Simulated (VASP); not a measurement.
Input of a VASP 6.6.1 run:

Contents of INCAR:

```
PREC     = Accurate       # precision mode
ENCUT    = 520            # plane-wave cutoff, eV
EDIFF    = 1E-6           # SCF threshold, eV
ISMEAR   = 0              # smearing method
SIGMA    = 0.03           # smearing width, eV
LREAL    = False          # projectors in reciprocal space
LASPH    = True           # aspherical terms in the spheres
NELM     = 80             # most SCF steps
ALGO     = Fast           # electronic algorithm
ISIF     = 2              # what is computed and relaxed
LWAVE    = False          # write WAVECAR
LCHARG   = False          # write CHGCAR
GGA      = PE             # functional
KPAR     = 8
```

File KPOINTS:

```
Automatic mesh
0
Gamma
  8 8 8
```

File POSCAR:

```
ZnSe                                    
1.0
    0.0000000000      2.8206646089      2.8206646089
    2.8206646089      0.0000000000      2.8206646089
    2.8206646089      2.8206646089      0.0000000000
  Zn              Se            
     1     1
Direct
     0.0000000000000000    0.0000000000000000    0.0000000000000000
     0.2500000000000000    0.2500000000000000    0.2500000000000000
```

File KPOINTS_OPT:

```
explicit points
6
Reciprocal
 0.0000000000  0.0000000000  0.0000000000 1
 0.3750000000  0.3750000000  0.7500000000 1
 0.5000000000  0.5000000000  0.5000000000 1
 0.6250000000  0.2500000000  0.6250000000 1
 0.5000000000  0.2500000000  0.7500000000 1
 0.5000000000  0.0000000000  0.5000000000 1
```

Potentials or basis: VASP PAW PBE potentials, release 64 (Zn, Se).

Run with:

```console
$ cat potpaw_PBE.64/Zn/POTCAR potpaw_PBE.64/Se/POTCAR > POTCAR
$ mpirun -np 8 vasp_std > vasp.out
```

(1) What does it give for the band gap on the k mesh?

(2) Estimate the pressure.

(3) Estimate the band gap along the path.

## Answers

(1) 1.35 eV, direct.

(2) 3.5 GPa.

(3) 1.35 eV, direct.

**Measured values to compare with.**

From “Alloy Disordering Effects on the Thermal Conductivity and Energy Gap Temperature Dependence of Cd1−xZnxSe Ternary Crystals Grown by the Bridgman Method”, 2023, pmc:10253836, for a bulk crystal of ZnSe at 300 K: band gap 2.695 ± 0.003 eV (an exciton energy, a little under the gap).

A measured gap of ZnSe is 2.695 eV (an exciton energy, a little under the gap; 300 K; “Alloy Disordering Effects on the Thermal Conductivity and Energy Gap Temperature Dependence of Cd1−xZnxSe Ternary Crystals Grown by the Bridgman Method”, 2023, pmc:10253836); the calculated 1.35 eV misses it by -1.35 eV. So large a miss can be the level of theory's own, or it may mean another phase, state or a wrong row. Spin-orbit coupling on Se is left out. The value is that of PBE, without temperature or zero-point motion. Semilocal functionals fall short of measured gaps as a rule.
